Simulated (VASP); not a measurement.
Set up this calculation in VASP 6.6.1, as the native input.

```
Task                               : band structure
Functional                         : PBE0
Potentials or basis                : VASP PAW PBE potentials, release 64 (Ga_d, P)
Cutoff                             : 520 eV
k mesh                             : 6 × 6 × 6
Occupations                        : gaussian, width 0.03 eV
Spin                               : no spin polarisation
Grid for exact exchange (PRECFOCK) : Fast
Exchange at q = 0                  : truncated
Further INCAR settings             : ALGO = Normal; EDIFF = 1e-06; NBANDS = 16
```

Crystal: GaP.

```
Ga P
1.0
     0.00000    2.71842    2.71842
     2.71842    0.00000    2.71842
     2.71842    2.71842    0.00000
Ga P
1 1
Direct
  0.00000 0.00000 0.00000
  0.25000 0.25000 0.25000
```

One way to write it, as run:

POSCAR

```
GaP                                     
1.0
    0.0000000000      2.7184163014      2.7184163014
    2.7184163014      0.0000000000      2.7184163014
    2.7184163014      2.7184163014      0.0000000000
  Ga              P             
     1     1
Direct
     0.0000000000000000    0.0000000000000000    0.0000000000000000
     0.2500000000000000    0.2500000000000000    0.2500000000000000
```

INCAR.step1

```
  ALGO = Normal
  EDIFF = 1E-5
  ENCUT = 520
  GGA = PE
  ISIF = 2
  ISMEAR = 0
  KPAR = 4
  LASPH = True
  LCHARG = False
  LREAL = False
  LWAVE = True
  NBANDS = 16
  NELM = 80
  PREC = Accurate
  SIGMA = 0.03
```

INCAR.step2

```
  AEXX = 0.25
  ALGO = Normal
  EDIFF = 1E-6
  ENCUT = 520
  GGA = PE
  HFRCUT = -1
  ISIF = 2
  ISMEAR = 0
  ISTART = 1
  KPAR = 4
  LASPH = True
  LCHARG = False
  LHFCALC = True
  LREAL = False
  LWAVE = False
  NBANDS = 16
  NELM = 80
  PREC = Accurate
  PRECFOCK = Fast
  SIGMA = 0.03
```

KPOINTS

```
k-points
0
Gamma
  6 6 6
```

KPOINTS_OPT

```
explicit points
6
Reciprocal
 0.0000000000  0.0000000000  0.0000000000 1
 0.3750000000  0.3750000000  0.7500000000 1
 0.5000000000  0.5000000000  0.5000000000 1
 0.6250000000  0.2500000000  0.6250000000 1
 0.5000000000  0.2500000000  0.7500000000 1
 0.5000000000  0.0000000000  0.5000000000 1
```

Potentials or basis: VASP PAW PBE potentials, release 64 (Ga_d, P).

The run is started by

```console
$ cat potpaw_PBE.64/Ga_d/POTCAR potpaw_PBE.64/P/POTCAR > POTCAR
$ cp INCAR.step1 INCAR
$ mpirun -np 4 vasp_std > vasp.out
$ cp INCAR.step2 INCAR
$ mpirun -np 4 vasp_std > vasp.out
```

It gave:

```
Pressure                : 1.0 GPa
Band gap on the k mesh  : 2.95 eV, indirect (least direct gap 3.52 eV)
Band gap along the path : 2.95 eV, indirect (least direct gap 3.52 eV)
```

Caveat: the PAW data sets were made with another functional, which shifts forces and pressure a little.

Wall time 3.5 min on 4 MPI ranks on Intel(R) Xeon(R) Platinum 8488C (Sapphire Rapids) (shared host), peak memory 0.2 GiB a rank.
